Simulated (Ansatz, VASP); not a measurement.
# One calculation of HgTe, two programs

File INCAR:

```
ALGO = Normal
EDIFF = 1E-6
ENCUT = 520
GGA = PE
ISIF = 2
ISMEAR = 0
IVDW = 12
LASPH = T
LCHARG = F
LREAL = F
LWAVE = F
NBANDS = 26
NELM = 60
PREC = Accurate
SIGMA = 0.1
```

The input KPOINTS:

```
k-points
0
Gamma
  4 4 4
```

File POSCAR:

```
HgTe
1.0
    4.7601888000      0.0000000000      0.0000000000
    0.0000000000      4.7601888000      0.0000000000
    0.0000000000      0.0000000000      5.0691338000
Hg Te
2 2
Direct
    0.0000000000      0.0000000000      0.0000000000
    0.5000000000      0.5000000000      0.0000000000
    0.0000000000      0.5000000000      0.3434660000
    0.5000000000      0.0000000000      0.6565340000
```

Input for Ansatz:

```yaml
crystal:
  lattice:
    - [4.7601888, 0.0, 0.0]
    - [0.0, 4.7601888, 0.0]
    - [0.0, 0.0, 5.0691338]
  atoms:
    - { symbol: Hg, position: [0.0, 0.0, 0.0] }
    - { symbol: Hg, position: [0.5, 0.5, 0.0] }
    - { symbol: Te, position: [0.0, 0.5, 0.343466] }
    - { symbol: Te, position: [0.5, 0.0, 0.656534] }
basis:
  ecutwfc: 420
kpoints:
  mp_grid: { grid: [4, 4, 4] }
hamiltonian:
  xc: pbe
  dispersion: d3bj
scf:
  occupations: { method: gaussian, width: 0.1 }
  lower_state_search: "off"
output:
  forces: true
  stress: true
  eigenvalues: true
```

Alike in both runs: task single point; functional PBE; dispersion D3(BJ); k mesh 4 × 4 × 4; occupations gaussian, width 0.1 eV; no spin polarisation.

|  | VASP | Ansatz |
| --- | --- | --- |
| version | VASP 6.6.1 | Ansatz 0.2.0 |
| potentials or method | VASP PAW PBE potentials, release 64 (Hg, Te) | scalar-relativistic, plane waves, PAW |
| plane-wave cutoff (eV) | 520 | 420 |
| valence electrons in the cell | 36 | 72 |

```csv
,VASP,Ansatz,Ansatz less VASP
gap on the k mesh at the Fermi level (eV),none,none,-
pressure (GPa),0.0,-0.1,-0.08
largest component of the traceless stress (GPa),0.38,0.37,-0.007
rms of the force components (eV/Å),0.031,0.044,+0.0134
```

Atom by atom the forces differ by 0.013 eV/Å (rms over components). A gap of «none» marks a metal or a gap that the smearing closes. The two sets of potentials don't hold the same shells in valence.

Caveats: pairwise dispersion overbinds metals, which lowers pressure and volume. Spin-orbit coupling is left out, which matters for the levels of Hg, Te.
